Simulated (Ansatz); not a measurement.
# TiS2: the cost of one run

Computed with Ansatz 0.2.0 (DFT PBE+D3(BJ), scalar-relativistic, plane waves, PAW, unless a step's input says otherwise).

### Step 1. The structure to begin with

It takes space group P-3m1 (No. 164, trigonal). The conventional cell has a = 3.412 Å, b = 3.412 Å, c = 20.847 Å, α = 90.00°, β = 90.00°, γ = 120.00°. S (site symmetry 3m) has 3 Ti at 2.43 Å as nearest neighbours. Around Ti (site symmetry -3m) lie 6 S at 2.43 Å.

Coordinates:

```
CELL_PARAMETERS angstrom
3.41200 0.00000 0.00000
-1.70600 2.95488 0.00000
0.00000 0.00000 20.84750
ATOMIC_POSITIONS crystal
S 0.66667 0.33333 0.43171
Ti 0.00000 0.00000 0.50000
S 0.33333 0.66667 0.56829
```

Free-standing sheet.

### Step 2. Relaxing the sheet and its cell in the plane

input.yaml

```yaml
crystal:
  lattice:
    - [3.41200057, 0.0, 0.0]
    - [-1.70600029, 2.95487917, 0.0]
    - [0.0, 0.0, 20.8474999842]
  atoms:
    - { symbol: S, position: [0.66666667, 0.33333333, 0.4317064399] }
    - { symbol: Ti, position: [0.0, 0.0, 0.5], spin: 1.0 }
    - { symbol: S, position: [0.33333333, 0.66666667, 0.5682935601] }
basis:
  ecutwfc: 420.0
  fft_grid_basis: typed
kpoints:
  mp_grid: { grid: [12, 12, 1] }
hamiltonian:
  xc: pbe
  dispersion: d3bj
scf:
  occupations: { method: gaussian, width: 0.05 }
output:
  forces: true
  eigenvalues: true
  populations: true
  stress: true
efield:
  axis: 3
  dipole_correction: true
  ramp_width: 0.04
magnetization:
  spin_polarized: true
relax:
  adjacent_minimum: "off"
  f_tol: 0.02
  max_steps: 60
  cell: { fix: [c, alpha, beta], stress_tol: 0.05 }
```

Launch:

```console
$ ansatz run input.yaml --threads 1 --pin off --max-ram 2211MiB --backend cpu --events-out ev --progress --plain --runs-dir out
```

Q: Estimate wall time and peak memory on 1 thread of Arm Neoverse V1, shared host.

About 78 s, with a peak of 0.48 GiB.
